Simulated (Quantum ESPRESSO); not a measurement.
# BeS (F-43m) in Quantum ESPRESSO: equation of state, part 2 of 2

Quantum ESPRESSO 7.5.

### Step 3. Single point, PBE, 13.69 Å³/atom

pw.in reads:

```
&CONTROL
  calculation = 'scf'
  prefix = 'pwscf'
  outdir = './tmp'
  pseudo_dir = './pseudo'
  tprnfor = .true.
  tstress = .true.
  disk_io = 'nowf'
/
&SYSTEM
  ibrav = 0
  nat = 2
  ntyp = 2
  ecutwfc = 55
  ecutrho = 440
  nbnd = 10
  occupations = 'smearing'
  smearing = 'fd'
  degauss = 0.00367493
/
&ELECTRONS
  conv_thr = 4d-10
  electron_maxstep = 120
  mixing_beta = 0.5
/
ATOMIC_SPECIES
S     32.0600 s_pbe_v1.4.uspp.F.UPF
Be     9.0122 be_pbe_v1.4.uspp.F.UPF
CELL_PARAMETERS angstrom
   0.0000000000    2.3922257121    2.3922257121
   2.3922257121    0.0000000000    2.3922257121
   2.3922257121    2.3922257121    0.0000000000
ATOMIC_POSITIONS crystal
S      0.7500000000    0.7500000000    0.7500000000
Be     0.0000000000    0.0000000000    0.0000000000
K_POINTS automatic
9 9 9 0 0 0
```

Potentials or basis: SSSP 1.3 efficiency PBE.

Run with:

```
$ OMP_NUM_THREADS=1 pw.x -in pw.in > pw.out
```

pw.out:

```text
This program is part of the open-source Quantum ESPRESSO suite
     for quantum simulation of materials; please cite
[... 9 lines left out ...]
     --------------------
     sticks:   dense  smooth     PW     G-vecs:    dense   smooth      PW
     Sum        1237     613    199                28763    10081    1807

     Using Slab Decomposition

     bravais-lattice index     =            0
     lattice parameter (alat)  =       6.3932  a.u.
     unit-cell volume          =     184.7707 (a.u.)^3
     number of atoms/cell      =            2
     number of atomic types    =            2
     number of electrons       =        10.00
     number of Kohn-Sham states=           10
     kinetic-energy cutoff     =      55.0000  Ry
     charge density cutoff     =     440.0000  Ry
     scf convergence threshold =      4.0E-10
     mixing beta               =       0.5000
     number of iterations used =            8  plain     mixing
     Exchange-correlation=  SLA  PW   PBX  PBC
                           (   1   4   3   4   0   0   0)

     celldm(1)=   6.393167  celldm(2)=   0.000000  celldm(3)=   0.000000
     celldm(4)=   0.000000  celldm(5)=   0.000000  celldm(6)=   0.000000

     crystal axes: (cart. coord. in units of alat)
               a(1) = (   0.000000   0.707107   0.707107 )
               a(2) = (   0.707107   0.000000   0.707107 )
               a(3) = (   0.707107   0.707107   0.000000 )

     reciprocal axes: (cart. coord. in units 2 pi/alat)
               b(1) = ( -0.707107  0.707107  0.707107 )
               b(2) = (  0.707107 -0.707107  0.707107 )
               b(3) = (  0.707107  0.707107 -0.707107 )

     PseudoPot. # 1 for S  read from file:
     s_pbe_v1.4.uspp.F.UPF
     Pseudo is Ultrasoft + core correction, Zval =  6.0
     Generated by new atomic code, or converted to UPF format
     Using radial grid of  907 points,  6 beta functions with:
                l(1) =   0
                l(2) =   0
                l(3) =   1
                l(4) =   1
                l(5) =   2
                l(6) =   2
     Q(r) pseudized with  8 coefficients,  rinner =    1.300   1.300   1.300
                                                       1.300   1.300

     PseudoPot. # 2 for Be read from file:
     be_pbe_v1.4.uspp.F.UPF
     Pseudo is Ultrasoft, Zval =  4.0
     Generated by new atomic code, or converted to UPF format
     Using radial grid of  769 points,  6 beta functions with:
                l(1) =   0
                l(2) =   0
                l(3) =   0
                l(4) =   1
                l(5) =   1
                l(6) =   2
     Q(r) pseudized with 10 coefficients,  rinner =    1.000   1.000   1.000
                                                       1.000   1.000

     atomic species   valence    mass     pseudopotential
     S                 6.00    32.06000     S ( 1.00)
     Be                4.00     9.01220     Be( 1.00)

     24 Sym. Ops. (no inversion) found

   Cartesian axes

     site n.     atom                  positions (alat units)
         1        S      tau(   1) = (   1.0606602   1.0606602   1.0606602  )
         2        Be     tau(   2) = (   0.0000000   0.0000000   0.0000000  )

     number of k points=    35  Fermi-Dirac smearing, width (Ry)=  0.0037
                       cart. coord. in units 2pi/alat
        k(    1) = (   0.0000000   0.0000000   0.0000000), wk =   0.0027435
        k(    2) = (   0.0785674   0.0785674  -0.0785674), wk =   0.0219479
        k(    3) = (   0.1571348   0.1571348  -0.1571348), wk =   0.0219479
        k(    4) = (   0.2357023   0.2357023  -0.2357023), wk =   0.0219479
        k(    5) = (   0.3142697   0.3142697  -0.3142697), wk =   0.0219479
        k(    6) = (   0.1571348   0.0000000  -0.0000000), wk =   0.0164609
[... 27 lines left out ...]
        k(   34) = (  -0.0000000  -0.4714045   0.6285394), wk =   0.0658436
        k(   35) = (  -0.0785674  -0.3928371   0.7071068), wk =   0.0658436

     Dense  grid:    28763 G-vectors     FFT dimensions: (  45,  45,  45)

     Smooth grid:    10081 G-vectors     FFT dimensions: (  32,  32,  32)

     Initial potential from superposition of free atoms

     starting charge       9.9998, renormalised to      10.0000
     Starting wfcs are    9 randomized atomic wfcs +    1 random wfcs

     Self-consistent Calculation

     iteration #  1     ecut=    55.00 Ry     beta= 0.50
     Davidson diagonalization with overlap
     ethr =  1.00E-02,  avg # of iterations =  6.0

     Threshold (ethr) on eigenvalues was too large:
     Diagonalizing with lowered threshold

     Davidson diagonalization with overlap
     ethr =  4.60E-04,  avg # of iterations =  1.8

     total energy              =     -52.49871669 Ry
     estimated scf accuracy    <       0.04642612 Ry

     iteration #  2     ecut=    55.00 Ry     beta= 0.50
     Davidson diagonalization with overlap
     ethr =  4.64E-04,  avg # of iterations =  1.0
[... 36 lines left out ...]
     total energy              =     -52.49995081 Ry
     estimated scf accuracy    <          8.0E-10 Ry

     iteration #  8     ecut=    55.00 Ry     beta= 0.50
     Davidson diagonalization with overlap
     ethr =  7.96E-12,  avg # of iterations =  2.9

     End of self-consistent calculation

          k = 0.0000 0.0000 0.0000 (  1243 PWs)   bands (ev):

   -92.6844  -7.9749   5.9944   5.9944   5.9944  11.6365  11.6365  11.6365
    12.2364  18.7113

          k = 0.0786 0.0786-0.0786 (  1279 PWs)   bands (ev):

   -92.6844  -7.8267   4.9694   5.8224   5.8224  11.6780  11.9412  11.9412
    13.2349  18.1385

          k = 0.1571 0.1571-0.1571 (  1290 PWs)   bands (ev):
[... 156 lines left out ...]
   -92.6843  -5.6416   1.2538   1.9470   3.1228  10.9016  13.1357  16.1716
    16.7491  19.4593

          k =-0.0786-0.3928 0.7071 (  1264 PWs)   bands (ev):

   -92.6843  -5.6660   1.3733   2.0284   2.7969  12.2787  13.5577  14.5120
    16.1126  19.3004

     the Fermi energy is     7.7474 ev

!    total energy              =     -52.49995081 Ry
     estimated scf accuracy    <          6.7E-11 Ry
     smearing contrib. (-TS)   =      -0.00000000 Ry
     internal energy E=F+TS    =     -52.49995081 Ry

     The total energy is F=E-TS. E is the sum of the following terms:
     one-electron contribution =     -16.12397267 Ry
     hartree contribution      =       7.87153505 Ry
     xc contribution           =     -13.62075961 Ry
     ewald contribution        =     -30.62675358 Ry

     convergence has been achieved in   8 iterations

     Forces acting on atoms (cartesian axes, Ry/au):

     atom    1 type  1   force =     0.00000000    0.00000000   -0.00000000
     atom    2 type  2   force =    -0.00000000   -0.00000000    0.00000000

     Total force =     0.000000     Total SCF correction =     0.000000

     Computing stress (Cartesian axis) and pressure

          total   stress  (Ry/bohr**3)                   (kbar)     P=       60.00
   0.00040785  -0.00000000   0.00000000           60.00       -0.00        0.00
  -0.00000000   0.00040785  -0.00000000           -0.00       60.00       -0.00
   0.00000000   0.00000000   0.00040785            0.00        0.00       60.00

=------------------------------------------------------------------------------=
   JOB DONE.
=------------------------------------------------------------------------------=
```

Wall time 11 s (1 thread of Arm Neoverse V1, shared host); peak memory 0.13 GiB.

Results:

* Free energy: -714.2982 eV
* Pressure: 6.0 GPa
* Band gap on the k mesh: 3.12 eV, indirect (least direct gap 5.64 eV)

Caveat: an odd mesh through Γ misses points on the zone boundary, where band edges often lie.

### Step 4. Single point, PBE, 13.98 Å³/atom

Changes to pw.in since step 3:

```diff
@@ -29,5 +29,5 @@
 CELL_PARAMETERS angstrom
-   0.0000000000    2.3922257121    2.3922257121
-   2.3922257121    0.0000000000    2.3922257121
-   2.3922257121    2.3922257121    0.0000000000
+   0.0000000000    2.4087243418    2.4087243418
+   2.4087243418    0.0000000000    2.4087243418
+   2.4087243418    2.4087243418    0.0000000000
 ATOMIC_POSITIONS crystal
```

Run with:

```
$ OMP_NUM_THREADS=1 pw.x -in pw.in > pw.out
```

Run time: 11 s. Hardware: 1 thread of Arm Neoverse V1, shared host; peak memory 0.14 GiB.

The run converged. Its results:

```
Free energy            : -714.3155 eV
Pressure               : 3.7 GPa
Band gap on the k mesh : 3.16 eV, indirect (least direct gap 5.65 eV)
```

Caveat: an odd mesh through Γ misses points on the zone boundary, where band edges often lie.

### Step 5. Single point, PBE, 14.26 Å³/atom

Changes to pw.in since step 4:

```diff
@@ -29,5 +29,5 @@
 CELL_PARAMETERS angstrom
-   0.0000000000    2.4087243418    2.4087243418
-   2.4087243418    0.0000000000    2.4087243418
-   2.4087243418    2.4087243418    0.0000000000
+   0.0000000000    2.4250000000    2.4250000000
+   2.4250000000    0.0000000000    2.4250000000
+   2.4250000000    2.4250000000    0.0000000000
 ATOMIC_POSITIONS crystal
```

Run with:

```
$ OMP_NUM_THREADS=1 pw.x -in pw.in > pw.out
```

Run time: 10 s. Hardware: 1 thread of Arm Neoverse V1, shared host; peak memory 0.14 GiB.

Results (log left out):

```
Free energy            : -714.3249 eV
Pressure               : 1.6 GPa
Band gap on the k mesh : 3.21 eV, indirect (least direct gap 5.66 eV)
```

Caveat: an odd mesh through Γ misses points on the zone boundary, where band edges often lie.

### Step 6. Single point, PBE, 14.55 Å³/atom

Changes to pw.in since step 5:

```diff
@@ -29,5 +29,5 @@
 CELL_PARAMETERS angstrom
-   0.0000000000    2.4250000000    2.4250000000
-   2.4250000000    0.0000000000    2.4250000000
-   2.4250000000    2.4250000000    0.0000000000
+   0.0000000000    2.4410600707    2.4410600707
+   2.4410600707    0.0000000000    2.4410600707
+   2.4410600707    2.4410600707    0.0000000000
 ATOMIC_POSITIONS crystal
```

Potentials or basis: SSSP 1.3 efficiency PBE.

Run with:

```
$ OMP_NUM_THREADS=1 pw.x -in pw.in > pw.out
```

Run time: 11 s. Hardware: 1 thread of Arm Neoverse V1, shared host; peak memory 0.14 GiB.

Results (log left out):

```yaml
Free_energy: -714.3273 eV
Pressure: -0.3 GPa
Band_gap_on_the_k_mesh: 3.25 eV, indirect (least direct gap 5.67 eV)
```

Caveat: an odd mesh through Γ misses points on the zone boundary, where band edges often lie.

### Step 7. Single point, PBE, 14.83 Å³/atom

Changes to pw.in since step 6:

```diff
@@ -29,5 +29,5 @@
 CELL_PARAMETERS angstrom
-   0.0000000000    2.4410600707    2.4410600707
-   2.4410600707    0.0000000000    2.4410600707
-   2.4410600707    2.4410600707    0.0000000000
+   0.0000000000    2.4569115543    2.4569115543
+   2.4569115543    0.0000000000    2.4569115543
+   2.4569115543    2.4569115543    0.0000000000
 ATOMIC_POSITIONS crystal
```

Run with:

```
$ OMP_NUM_THREADS=1 pw.x -in pw.in > pw.out
```

Run time: 11 s. Hardware: 1 thread of Arm Neoverse V1, shared host; peak memory 0.14 GiB.

Results (log left out):

* Free energy: -714.3233 eV
* Pressure: -2.0 GPa
* Band gap on the k mesh: 3.29 eV, indirect (least direct gap 5.56 eV)

Caveat: an odd mesh through Γ misses points on the zone boundary, where band edges often lie.

### Step 8. Single point, PBE, 15.12 Å³/atom

Changes to pw.in since step 7:

```diff
@@ -29,5 +29,5 @@
 CELL_PARAMETERS angstrom
-   0.0000000000    2.4569115543    2.4569115543
-   2.4569115543    0.0000000000    2.4569115543
-   2.4569115543    2.4569115543    0.0000000000
+   0.0000000000    2.4725610944    2.4725610944
+   2.4725610944    0.0000000000    2.4725610944
+   2.4725610944    2.4725610944    0.0000000000
 ATOMIC_POSITIONS crystal
```

Run with:

```
$ OMP_NUM_THREADS=1 pw.x -in pw.in > pw.out
```

Wall time 11 s (1 thread of Arm Neoverse V1, shared host); peak memory 0.15 GiB.

It converged, with:

```yaml
Free_energy: -714.3134 eV
Pressure: -3.5 GPa
Band_gap_on_the_k_mesh: 3.32 eV, indirect (least direct gap 5.41 eV)
```

Caveat: an odd mesh through Γ misses points on the zone boundary, where band edges often lie.

### Step 9. Equation of state, PBE

Potentials or basis: SSSP 1.3 efficiency PBE.

No new run: the results of the series are fitted here.

What came out:

- Equilibrium volume: 14.51 Å³/atom
- Bulk modulus: 93 GPa
- Pressure derivative of the bulk modulus: 3.8

Energy against volume, from the lowest point:
```tsv
volume (Å³/atom)	energy (meV/atom)
13.405	27.44
13.690	14.55
13.975	5.94
14.261	1.20
14.546	0.00
14.831	2.01
15.116	6.94
```
